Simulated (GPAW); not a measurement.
# BAs (F-43m) in GPAW: a series of runs

One crystal, BAs, is run at these levels: PBE, PW91, vdW-DF-cx, optB88-vdW, r2SCAN+D4; tasks: band structure, equation of state.

All numbers are computed with GPAW 26.7.0; they aren't measurements. Logs are shortened: lines on timing, memory, paths and dates and some standing lists are left out, and cuts for length are marked. The log counts tension as positive stress, the text compression.

**Measured values to compare with.**

“Basic Physical Properties of Cubic Boron Arsenide”, 2019, arxiv:1911.11281 quotes, for a bulk crystal of BAs: bulk modulus 148 GPa.

The results are compared with them further down.

## Step 1: The structure

Symmetry: F-43m, No. 216, cubic system. Conventional cell: a = 4.777 Å, b = 4.777 Å, c = 4.777 Å, α = 90.00°, β = 90.00°, γ = 90.00°. Around As (site symmetry -43m) lie 4 B at 2.07 Å. Around B (site symmetry -43m) lie 4 As at 2.07 Å.

## Step 2: Band structure, PBE

Input file run.py:

```python
from ase.dft.bandgap import bandgap
from ase.io import write
from ase.spacegroup import crystal
from gpaw import GPAW

# As 4c
# B 4a
atoms = crystal(['As', 'B'],
                basis=[[0.25, 0.25, 0.25],
                       [0.0, 0.0, 0.0]],
                spacegroup=216, setting=1,  # F-43m
                cellpar=[4.777, 4.777, 4.777, 90.0, 90.0, 90.0],
                primitive_cell=True)

calc = GPAW(mode='lcao',
            h=0.16,
            basis='szp(dzp)',
            xc='PBE',
            kpts={'size': (8, 8, 8), 'gamma': True},
            occupations={'name': 'fermi-dirac', 'width': 0.05},
            convergence={'density': 1e-05, 'energy': 1e-05},
            maxiter=150,
            txt='gpaw.txt')
atoms.calc = calc
energy = atoms.get_potential_energy()
forces = atoms.get_forces()
calc.write('gs.gpw')
write('result.traj', atoms)
print(f'Energy: {energy:.6f} eV')
print('Forces (eV/A):')
print(forces.round(4))
print('Fermi level:', round(calc.get_fermi_level(), 4), 'eV')
print(f'Gap: {bandgap(calc)[0]:.4f} eV, direct: {bandgap(calc, direct=True)[0]:.4f} eV')

path = atoms.cell.bandpath('GXWKGLUWLK,UX', npoints=60, eps=1e-4)
bs_calc = calc.fixed_density(kpts=path, symmetry='off', txt='bands.txt')
bs = bs_calc.band_structure()
bs.write('bs.json')
print(f'Gap on the path: {bandgap(bs_calc)[0]:.4f} eV')
```

Potentials or basis: GPAW PAW data sets (gpaw-data 1.2.1), lcao:szp(dzp).

The run is started by

```console
> OMP_NUM_THREADS=1 python run.py
```

gpaw.txt:

```text
__  _  _
 | _ |_)|_||  |
 |__||  | ||/\| - 26.7.0

Input parameters:
  mode=LCAO(),
  basis={'default': 'szp(dzp)'},
  convergence={'density': 1e-05, 'energy': 1e-05},
  h=0.16,
  kpts=MonkhorstPack(size=(8, 8, 8), gamma=True),
  maxiter=150,
  occupations=Occupations(name='fermi-dirac', width=0.05),
  xc=XC(name='PBE')

           As

       B

Atoms  # Å, Bohr magnetons
|   | symbol |        x |        y |        z |    initial magnetic moments |
|---|--------|----------|----------|----------|-----------------------------|
| 0 |     As | 1.194250 | 1.194250 | 1.194250 | ( 0.0000,  0.0000,  0.0000) |
| 1 |      B | 0.000000 | 0.000000 | 0.000000 | ( 0.0000,  0.0000,  0.0000) |

Unit cell  # Å
| periodic |        x |        y |        z |  lengths |    angles |
|----------|----------|----------|----------|----------|-----------|
|      yes | 0.000000 | 2.388500 | 2.388500 | 3.377849 | 60.000000 |
|      yes | 2.388500 | 0.000000 | 2.388500 | 3.377849 | 60.000000 |
|      yes | 2.388500 | 2.388500 | 0.000000 | 3.377849 | 60.000000 |

Number of symmetries: 24
Symmetry operations  # r_c * U_cc + t_c -> r_c
|    | kind |            matrix            |
|----|------|------------------------------|
|  0 |  E   |  1, 0, 0,  0, 1, 0,  0, 0, 1 |
|  1 |  σ   |  1, 0, 0,  0, 0, 1,  0, 1, 0 |
|  2 |  σ   |  1, 0,-1,  0, 1,-1,  0, 0,-1 |
|  3 |  C3  |  1, 0,-1,  0, 0,-1,  0, 1,-1 |
|  4 |  C3  |  1,-1, 0,  0,-1, 1,  0,-1, 0 |
|  5 |  σ   |  1,-1, 0,  0,-1, 0,  0,-1, 1 |
|  6 |  σ   |  0, 1, 0,  1, 0, 0,  0, 0, 1 |
|  7 |  C3  |  0, 1, 0,  0, 0, 1,  1, 0, 0 |
|  8 |  C2  |  0, 1,-1,  1, 0,-1,  0, 0,-1 |
|  9 |  S4  |  0, 1,-1,  0, 0,-1,  1, 0,-1 |
| 10 |  C3  |  0, 0, 1,  1, 0, 0,  0, 1, 0 |
| 11 |  σ   |  0, 0, 1,  0, 1, 0,  1, 0, 0 |
| 12 |  S4  |  0, 0,-1,  1, 0,-1,  0, 1,-1 |
| 13 |  C3  |  0, 0,-1,  0, 1,-1,  1, 0,-1 |
| 14 |  S4  |  0,-1, 1,  1,-1, 0,  0,-1, 0 |
| 15 |  C2  |  0,-1, 1,  0,-1, 0,  1,-1, 0 |
| 16 |  C3  |  0,-1, 0,  1,-1, 0,  0,-1, 1 |
| 17 |  S4  |  0,-1, 0,  0,-1, 1,  1,-1, 0 |
| 18 |  S4  | -1, 1, 0, -1, 0, 1, -1, 0, 0 |
| 19 |  C3  | -1, 1, 0, -1, 0, 0, -1, 0, 1 |
| 20 |  C3  | -1, 0, 1, -1, 1, 0, -1, 0, 0 |
| 21 |  S4  | -1, 0, 1, -1, 0, 0, -1, 1, 0 |
| 22 |  σ   | -1, 0, 0, -1, 1, 0, -1, 0, 1 |
| 23 |  C2  | -1, 0, 0, -1, 0, 1, -1, 1, 0 |

BZ-sampling:
  Number of BZ points: 512
  Number of IBZ points: 29

  Monkhorst-Pack size: [8, 8, 8]
  Monkhorst-Pack shift: [0.0625, 0.0625, 0.0625]

K-points  # in reciprocal-cell coordinates
|     |                                coordinates |     weight |
|-----|--------------------------------------------|------------|
|   0 | (  0.00000000,   0.00000000,   0.00000000) | 0.00195312 |
|   1 | (  0.12500000,   0.12500000,   0.00000000) | 0.01171875 |
|   2 | (  0.12500000,   0.12500000,   0.12500000) | 0.01562500 |
|   3 | (  0.25000000,   0.12500000,   0.12500000) | 0.02343750 |
|   4 | (  0.25000000,   0.25000000,   0.00000000) | 0.01171875 |
|   5 | (  0.25000000,   0.25000000,   0.12500000) | 0.04687500 |
|   6 | (  0.25000000,   0.25000000,   0.25000000) | 0.01562500 |
|   7 | (  0.37500000,   0.25000000,  -0.37500000) | 0.04687500 |
|   8 | (  0.37500000,   0.25000000,   0.12500000) | 0.04687500 |
|   9 | (  0.37500000,   0.25000000,   0.25000000) | 0.04687500 |
| ... |                                            |            |
[... 227 lines left out ...]
    |    p |        |      22.016 |    1.058 |
    |    d |        |       0.000 |    1.058 |

    LCAO basis set for As:
      Name: szp(dzp)
      File: <dir>
      Number of radial functions: 3
      Number of spherical harmonics: 9
        l=0, rc=6.1250 Bohr: 4s-sz confined orbital
        l=1, rc=7.9531 Bohr: 4p-sz confined orbital
        l=2, rc=7.9531 Bohr: d-type Gaussian polarization
      Number of RI-basis functions 0

  B:
    name:    Boron
    Z:       5.0
    valence: 3
    core:    2
    charge:  0.0  # [|e|]
    compensation charges:
      type: gauss
      rc: 0.20  # [Å]
      lmax: 2
    cutoffs:
      filter: 1.14  # [Å]
      core: 1.38  # [Å]
    projectors
    | kind |    occ | energy [eV] | rcut [Å] |
    |------|--------|-------------|----------|
    |   2s |  2.000 |      -9.443 |    0.635 |
    |   2p |  1.000 |      -3.606 |    0.635 |
    |    s |        |      17.768 |    0.635 |
    |    p |        |      23.605 |    0.635 |
    |    d |        |       0.000 |    0.635 |

    LCAO basis set for B:
      Name: szp(dzp)
      File: <dir>
      Number of radial functions: 3
      Number of spherical harmonics: 9
        l=0, rc=6.6719 Bohr: 2s-sz confined orbital
        l=1, rc=8.2188 Bohr: 2p-sz confined orbital
        l=2, rc=8.2188 Bohr: d-type Gaussian polarization
      Number of RI-basis functions 0

Reference energy: -62172.463167  # eV

eigensolver:
  <gpaw.new.lcao.eigensolver.LCAOEigensolver object>
density mixing:
  MSR1-Mixer
  Pratt-step length: 0.05
  Maximum mixing coefficient: 0.75
  Old densities: 10
  SVD Regularization: 0.005
  Good broyden scale: 1.0
  Trust region scale: 1.0
  Backstep threshold: 4.0
  History deletion threshold: 6.0
  Fourier metric: weight=20.0, sigma=0.015

occupation numbers:
  Fermi-Dirac:
    width: 0.0500  # eV

FastPoissonSolver using
    Stencil: 12*3+1=37 point O(h^6) finite-difference Laplacian
    FFT axes: [np.int64(0), np.int64(1), np.int64(2)]
    FST axes: []

xc functional:
  name: PBE with 2 nearest neighbor stencil
interpolation: tri-quintic # 5. degree polynomial

convergence criteria:
- Maximum integral of absolute [dens]ity change: 1e-05 electrons / valence electron
- Maximum [total energy] change in last 3 cyles: 1e-05 eV / valence electron
- Maximum integral of absolute [eigenst]ate change: 4e-08 eV^2 / valence electron
maximum number of iterations: 150

SCF iterations
|iter     | |      energy | eigst |  dens |
|---------|-|-------------|-------|-------|
|iter:   1| |  -11.099945 |      c|       |
|iter:   2| |  -11.020503 |      c| -0.83 |
|iter:   3| |  -10.741561 |      c| -0.88 |
|iter:   4| |  -10.743544 |      c| -1.55 |
|iter:   5| |  -10.743923 |      c| -1.93 |
|iter:   6| |  -10.743923 |      c| -4.00 |
|iter:   7| |  -10.743923c|      c| -4.41 |
|iter:   8| |  -10.743923c|      c| -6.17c|

Converged in 8 steps
Energy contributions relative to reference atoms: (reference = -62172.463167)

Energy contributions:
  Kinetic:           0.536671
  Coulomb:           0.326466
  Zero:              0.060323
  External:          0.000000
  Xc:              -11.667383
  Entropy:          -0.000000
  Spinorbit:         0.000000
  ----------------------------
  Free energy:     -10.743923
  Extrapolated:    -10.743923

dipole moment: (-11.729124, -11.729124, -11.729124)  # |e|*Ang

Fermi level: 8.414
Eigenvalues  # (at kpt = [0.000, 0.000, 0.000])
| band index |      eig [eV] | occ [0-2] |
|------------|---------------|-----------|
|          0 |        -7.700 |     2.000 |
|          1 |         7.581 |     2.000 |
|          2 |         7.581 |     2.000 |
|          3 |         7.581 |     2.000 |
|          4 |        11.151 |     0.000 |
|          5 |        11.151 |     0.000 |
|          6 |        11.152 |     0.000 |
|          7 |        12.484 |     0.000 |

Gap: 1.713 eV
Transition (v -> c):
  (s=0, k=0, n=3, [0.00, 0.00, 0.00]) -> (s=0, k=12, n=4, [0.38, 0.38, 0.00])
Direct/indirect transitions are different
Direct gap: 3.570 eV
Transition at: (s=0, k=0, n=3, [0.00, 0.00, 0.00])

Forces  # eV/Ang
|        x |        y |        z |
|----------|----------|----------|
|  0.00000 |  0.00000 | -0.00000 |  # As   0
| -0.00000 | -0.00000 | -0.00000 |  # B    1

# Writing to gs.gpw (mode='')
```

Wall time 50 s (1 thread of Arm Neoverse V1, shared host); peak memory 0.15 GiB.

These settings aren't checked as converged: the numbers below hold their error.

Results:

```
Free energy             : -10.7439 eV
Band gap on the k mesh  : 1.71 eV, indirect (least direct gap 3.57 eV)
Band gap along the path : 1.71 eV, indirect (least direct gap 3.57 eV)
```

Caveat: the real-space grid adds noise to forces; the basis of atomic orbitals isn't converged, which shifts pressures, moduli and gaps.

## Step 3: Equation of state, PW91

Input file run.py:

```python
from ase import Atoms
from ase.eos import EquationOfState
from ase.io import Trajectory
from ase.units import GPa
from gpaw import GPAW, PW, setup_paths

setup_paths.insert(0, '.')

atoms = Atoms(['As', 'B'],
              cell=[[0.0, 2.3885, 2.3885],
                    [2.3885, 0.0, 2.3885],
                    [2.3885, 2.3885, 0.0]],
              scaled_positions=[[0.75, 0.75, 0.75],
                                [0.0, 0.0, 0.0]],
              pbc=True)

traj = Trajectory('eos.traj', 'w')
volumes, energies = [], []
for x in [0.94, 0.96, 0.98, 1.0, 1.02, 1.04, 1.06]:
    a = atoms.copy()
    a.set_cell(atoms.cell * x**(1 / 3), scale_atoms=True)
    calc = GPAW(mode=PW(800),
                xc='GGA_X_PW91+GGA_C_PW91',
                kpts={'size': (8, 8, 8), 'gamma': True},
                occupations={'name': 'fermi-dirac', 'width': 0.05},
                nbands=11,
                convergence={'density': 1e-05, 'energy': 1e-05},
                maxiter=150,
                txt=f'eos-{x:.2f}.txt')
    a.calc = calc
    energies.append(a.get_potential_energy(force_consistent=True))
    volumes.append(a.get_volume())
    p = -a.get_stress()[:3].mean() / GPa
    calc.write(f'eos-{x:.2f}.gpw')
    traj.write(a)
    print(f'{x:.2f} {volumes[-1]:10.4f} A^3 {energies[-1]:14.6f} eV {p:9.3f} GPa', flush=True)

v0, e0, B = EquationOfState(volumes, energies, eos='birchmurnaghan').fit()
print(f'V0 = {v0:.4f} A^3, E0 = {e0:.6f} eV, B0 = {B / GPa:.2f} GPa')
```

Potentials or basis: PAW data sets generated in the run's folder for this functional, pw.

The run is started by

```console
> gpaw-setup -f GGA_X_PW91+GGA_C_PW91 As B
> OMP_NUM_THREADS=1 python run.py
```

Run time: 69 s. Hardware: 1 thread of Arm Neoverse V1, shared host; peak memory 0.2 GiB.

The run converged. Its results:

```
Equilibrium volume                      : 13.95 Å³/atom
Bulk modulus                            : 132 GPa
Pressure derivative of the bulk modulus : 4.1
```

Energy against volume, from the lowest point:
| volume (Å³/atom) | energy (meV/atom) |
| --- | --- |
| 12.809 | 44.75 |
| 13.081 | 25.01 |
| 13.354 | 11.35 |
| 13.626 | 3.20 |
| 13.899 | 0.00 |
| 14.171 | 1.30 |
| 14.444 | 6.65 |

## Step 4: Band structure, vdW-DF-cx, spin-orbit coupling, no magnetisation

Input file run.py:

```python
import numpy as np
from ase.dft.bandgap import bandgap
from ase.io import read, write
from gpaw import GPAW, PW
from gpaw.spinorbit import soc_eigenstates

atoms = read('BAs.cif')

calc = GPAW(mode=PW(800),
            xc={'name': 'vdW-DF-cx', 'backend': 'libvdwxc'},
            kpts={'size': (8, 8, 8), 'gamma': True},
            occupations={'name': 'fermi-dirac', 'width': 0.05},
            nbands=11,
            convergence={'density': 1e-05, 'energy': 1e-05},
            maxiter=150,
            txt='gpaw.txt')
atoms.calc = calc
energy = atoms.get_potential_energy()
forces = atoms.get_forces()
calc.write('gs.gpw')
write('result.traj', atoms)
print(f'Energy: {energy:.6f} eV')
print('Forces (eV/A):')
print(forces.round(4))
print('Fermi level:', round(calc.get_fermi_level(), 4), 'eV')
print(f'Gap: {bandgap(calc)[0]:.4f} eV, direct: {bandgap(calc, direct=True)[0]:.4f} eV')

path = atoms.cell.bandpath('GXWKGLUWLK,UX', npoints=80, eps=1e-4)
bs_calc = calc.fixed_density(kpts=path, symmetry='off', nbands=19,
                             convergence={'bands': 'CBM+6.0', 'eigenstates': 1e-6}, txt='bands.txt')
bs = bs_calc.band_structure()
bs.write('bs.json')
print(f'Gap on the path: {bandgap(bs_calc)[0]:.4f} eV')

soc = soc_eigenstates(bs_calc, theta=54.7, phi=45)
np.savetxt('soc_bands.dat', soc.eigenvalues(), fmt='%.4f')
mesh = soc_eigenstates('gs.gpw', theta=54.7, phi=45)
np.savetxt('soc_mesh.dat', mesh.eigenvalues(), fmt='%.4f')
print('Fermi level with spin-orbit coupling:', round(mesh.fermi_level, 4), 'eV')
```

Input file BAs.cif:

```cif
data_BAs
_cell_length_a 3.37784909
_cell_length_b 3.37784909
_cell_length_c 3.37784909
_cell_angle_alpha 60.00000000
_cell_angle_beta 60.00000000
_cell_angle_gamma 60.00000000
_space_group_name_H-M_alt 'P1'
_space_group_name_Hall 'P 1'
_space_group_IT_number 1
loop_
_space_group_symop_operation_xyz
'x,y,z'
loop_
_atom_site_label
_atom_site_type_symbol
_atom_site_symmetry_multiplicity
_atom_site_Wyckoff_symbol
_atom_site_fract_x
_atom_site_fract_y
_atom_site_fract_z
_atom_site_occupancy
As1 As 1 a 0.7500000000 0.7500000000 0.7500000000 1
B1 B 1 a 0.0000000000 0.0000000000 0.0000000000 1
```

Potentials or basis: GPAW PAW data sets (gpaw-data 1.2.1), pw.

The run is started by

```console
> OMP_NUM_THREADS=1 python run.py
```

gpaw.txt:

```text
__  _  _
 | _ |_)|_||  |
 |__||  | ||/\| - 26.7.0

Input parameters:
  mode=PW(ecut=800.0),
  convergence={'density': 1e-05, 'energy': 1e-05},
  kpts=MonkhorstPack(size=(8, 8, 8), gamma=True),
  maxiter=150,
  nbands=11,
  occupations=Occupations(name='fermi-dirac', width=0.05),
  xc=XC(name='vdW-DF-cx', backend='libvdwxc')

Diagonalizing LCAO Hamiltonian
Converting LCAO to pw mode

                     As

       B

Atoms  # Å, Bohr magnetons
|   | symbol |        x |        y |        z |    initial magnetic moments |
|---|--------|----------|----------|----------|-----------------------------|
| 0 |     As | 5.066774 | 2.925303 | 2.068502 | ( 0.0000,  0.0000,  0.0000) |
| 1 |      B | 0.000000 | 0.000000 | 0.000000 | ( 0.0000,  0.0000,  0.0000) |

Unit cell  # Å
| periodic |        x |        y |        z |  lengths |    angles |
|----------|----------|----------|----------|----------|-----------|
|      yes | 3.377849 | 0.000000 | 0.000000 | 3.377849 | 60.000000 |
|      yes | 1.688925 | 2.925303 | 0.000000 | 3.377849 | 60.000000 |
|      yes | 1.688925 | 0.975101 | 2.758002 | 3.377849 | 60.000000 |

Number of symmetries: 24
Symmetry operations  # r_c * U_cc + t_c -> r_c
|    | kind |            matrix            |
|----|------|------------------------------|
|  0 |  E   |  1, 0, 0,  0, 1, 0,  0, 0, 1 |
|  1 |  σ   |  1, 0, 0,  0, 0, 1,  0, 1, 0 |
|  2 |  σ   |  1, 0,-1,  0, 1,-1,  0, 0,-1 |
|  3 |  C3  |  1, 0,-1,  0, 0,-1,  0, 1,-1 |
|  4 |  C3  |  1,-1, 0,  0,-1, 1,  0,-1, 0 |
|  5 |  σ   |  1,-1, 0,  0,-1, 0,  0,-1, 1 |
|  6 |  σ   |  0, 1, 0,  1, 0, 0,  0, 0, 1 |
|  7 |  C3  |  0, 1, 0,  0, 0, 1,  1, 0, 0 |
[... 147 lines left out ...]
- Maximum [total energy] change in last 3 cyles: 1e-05 eV / valence electron
- Maximum integral of absolute [eigenst]ate change: 4e-08 eV^2 / valence electron
maximum number of iterations: 150

SCF iterations
|iter     | |      energy | eigst |  dens |
|---------|-|-------------|-------|-------|
|iter:   1| |   15.436326 | -0.27 |       |
|iter:   2| |   15.532554 | -2.24 | -0.74 |
|iter:   3| |   15.926300 | -1.82 | -0.78 |
|iter:   4| |   15.928717 | -3.32 | -1.47 |
|iter:   5| |   15.928390 | -4.27 | -1.93 |
|iter:   6| |   15.928372 | -5.60 | -2.66 |
|iter:   7| |   15.928371c| -7.32 | -3.76 |
|iter:   8| |   15.928371c| -7.52c| -4.28 |
|iter:   9| |   15.928371c| -8.84c| -5.58c|

Converged in 9 steps
Energy contributions relative to reference atoms: (reference = -62172.463167)

Energy contributions:
  Kinetic:          19.705362
  Coulomb:         -17.437700
  Zero:             -0.028542
  External:          0.000000
  Xc:               13.689252
  Entropy:          -0.000000
  Spinorbit:         0.000000
  ----------------------------
  Free energy:      15.928371
  Extrapolated:     15.928371

dipole moment: (-4.569610, -2.638266, -1.865536)  # |e|*Ang

Fermi level: 8.503
Eigenvalues  # (at kpt = [0.000, 0.000, 0.000])
| band index |      eig [eV] | occ [0-2] |
|------------|---------------|-----------|
|          0 |        -7.457 |     2.000 |
|          1 |         7.945 |     2.000 |
|          2 |         7.945 |     2.000 |
|          3 |         7.945 |     2.000 |
|          4 |        11.212 |     0.000 |
|          5 |        11.212 |     0.000 |
|          6 |        11.212 |     0.000 |
|          7 |        12.701 |     0.000 |
|          8 |        17.493 |     0.000 |
|          9 |        20.999 |     0.000 |
|         10 |        21.000 |     0.000 |

Gap: 1.150 eV
Transition (v -> c):
  (s=0, k=0, n=3, [0.00, 0.00, 0.00]) -> (s=0, k=12, n=4, [0.38, 0.38, 0.00])
Direct/indirect transitions are different
Direct gap: 3.267 eV
Transition at: (s=0, k=0, n=3, [0.00, 0.00, 0.00])

Forces  # eV/Ang
|        x |        y |       z |
|----------|----------|---------|
| -0.00000 | -0.00000 | 0.00000 |  # As   0
| -0.00000 |  0.00000 | 0.00000 |  # B    1

# Writing to gs.gpw (mode='')
```

Wall time 29 s (1 thread of Arm Neoverse V1, shared host); peak memory 0.27 GiB.

What came out:

```yaml
Free_energy: 15.9284 eV
Band_gap_on_the_k_mesh: 1.08 eV, indirect (least direct gap 3.06 eV)
Band_gap_along_the_path: 1.07 eV, indirect (least direct gap 3.05 eV)
```

Levels at the corners of the path, in eV from the valence-band top:
```tsv
point	band 4	band 5	band 6	band 7	band 8	band 9	band 10	band 11	band 12	band 13
Γ	-0.22	0.00	0.00	0.00	0.00	3.05	3.05	3.27	3.27	3.27
X	-8.60	-4.23	-4.23	-4.09	-4.09	1.31	1.31	1.32	1.32	11.25
W	-8.09	-5.67	-5.52	-5.30	-5.28	5.17	5.17	5.92	5.92	6.63
K	-8.18	-6.10	-6.00	-3.56	-3.56	1.92	1.94	5.46	5.49	9.15
Γ	-0.22	0.00	0.00	0.00	0.00	3.05	3.05	3.27	3.27	3.27
L	-8.88	-1.97	-1.97	-1.82	-1.82	2.64	2.64	4.65	4.65	4.74
U	-8.18	-6.10	-6.00	-3.56	-3.56	1.92	1.94	5.46	5.49	9.15
W	-8.09	-5.67	-5.52	-5.30	-5.28	5.17	5.17	5.92	5.92	6.63
L	-8.88	-1.97	-1.97	-1.82	-1.82	2.64	2.64	4.65	4.65	4.74
K	-8.18	-6.10	-6.00	-3.56	-3.56	1.92	1.94	5.46	5.49	9.15
U	-8.18	-6.10	-6.00	-3.56	-3.56	1.92	1.94	5.46	5.49	9.15
X	-8.60	-4.23	-4.23	-4.09	-4.09	1.31	1.31	1.32	1.32	11.25
```

Caveat: spin-orbit coupling was added after a scalar SCF, so levels and gaps hold it while energy, forces, pressure and moments don't; this program's spin-orbit splittings come out too wide for heavy elements; the PAW data sets were made with another functional, which shifts forces and pressure a little.

(Continued in part 2 of 2.)
